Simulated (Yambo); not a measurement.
Input of a Yambo 5.3.0 run:

optics3.in

```
optics
chi
tddft
Chimod= "LRC"
% BndsRnXd
 1 | 34 |
%
NGsBlkXd= 3 Ry
% LongDrXd
 1 | 0 | 0 |
%
% QpntsRXd
 1 | 1 |
%
% EnRngeXd
 0 | 20 | eV
%
% DmRngeXd
 0.1 | 0.1 | eV
%
ETStpsXd= 200
LRC_alpha= -0.2
```

The input scf.in:

```
&CONTROL
  calculation = 'scf'
  prefix = 'pwscf'
  outdir = './tmp'
  pseudo_dir = './pseudo'
/
&SYSTEM
  ibrav = 0
  nat = 2
  ntyp = 2
  ecutwfc = 84
  nbnd = 15
  occupations = 'smearing'
  smearing = 'fd'
  degauss = 0.00367493
  force_symmorphic = .true.
/
&ELECTRONS
  conv_thr = 4d-10
  electron_maxstep = 120
  mixing_beta = 0.5
/
ATOMIC_SPECIES
As    74.9216 As.upf
B     10.8100 B.upf
CELL_PARAMETERS angstrom
   0.0000000000    2.3885000000    2.3885000000
   2.3885000000    0.0000000000    2.3885000000
   2.3885000000    2.3885000000    0.0000000000
ATOMIC_POSITIONS crystal
As     0.7500000000    0.7500000000    0.7500000000
B      0.0000000000    0.0000000000    0.0000000000
K_POINTS automatic
12 12 12 0 0 0
```

Contents of nscf.in:

```
&CONTROL
  calculation = 'nscf'
  prefix = 'pwscf'
  outdir = './tmp'
  pseudo_dir = './pseudo'
/
&SYSTEM
  ibrav = 0
  nat = 2
  ntyp = 2
  ecutwfc = 84
  nbnd = 39
  occupations = 'fixed'
  force_symmorphic = .true.
/
&ELECTRONS
  conv_thr = 1d-08
  diago_full_acc = .true.
  diago_thr_init = 1d-06
/
ATOMIC_SPECIES
As    74.9216 As.upf
B     10.8100 B.upf
CELL_PARAMETERS angstrom
   0.0000000000    2.3885000000    2.3885000000
   2.3885000000    0.0000000000    2.3885000000
   2.3885000000    2.3885000000    0.0000000000
ATOMIC_POSITIONS crystal
As     0.7500000000    0.7500000000    0.7500000000
B      0.0000000000    0.0000000000    0.0000000000
K_POINTS automatic
12 12 12 0 0 0
```

Potentials or basis: PseudoDojo 0.4.1 SR PBEsol standard.

Run with:

```sh
$ OMP_NUM_THREADS=1 pw.x -in scf.in > scf.out
$ OMP_NUM_THREADS=1 pw.x -in nscf.in > nscf.out
$ cd tmp/pwscf.save; p2y; mv SAVE ../..; cd ../..
$ OMP_NUM_THREADS=1 yambo
$ OMP_NUM_THREADS=1 yambo -F optics3.in -J optics3 -C optics3_out
```

(1) What does it give for the absorption peak?

(2) Estimate the electronic dielectric constant along the field.

(3) Estimate the band gap on the k mesh, mean-field level.

Results:

(1) 5.43 eV.

(2) 10.95.

(3) 1.10 eV, indirect (least direct gap 3.26 eV).

Caveat: the long-range kernel's strength is typed, not fitted to the crystal's screening; independent-particle spectra lack excitons.
